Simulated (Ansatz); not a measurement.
# What DFT gives for Ge

```
Ge
1.0
    -1.61153    1.61153    1.61153
     1.61153   -1.61153    1.61153
     1.61153    1.61153   -1.61153
Ge
1
Direct
  0.00000 0.00000 0.00000
```

Level: PBE, no spin polarisation; 420 eV; 15×15×15 Γ-centred mesh; fermi-dirac occupations (width 0.0161 eV); Ansatz 0.2.0, fixed geometry.

**Stress.** The pressure is 11.8 GPa (compression positive), so with the atoms held at these fractions the cell would first expand.
**Contacts.** Ge–Ge at 2.79 Å: least valence density 0.26 e/Å³ and ELF 0.46 there. Both are smooth PAW fields, read partly inside the augmentation spheres.
**Electronic structure.** It is a metal, with about 0.46 states/eV a cell as the mean within 0.25 eV of the Fermi level, mostly Ge p (82 %) and Ge s (15 %).

Origin: a known structure type with other elements, at an estimated volume, so it need not be a known compound.
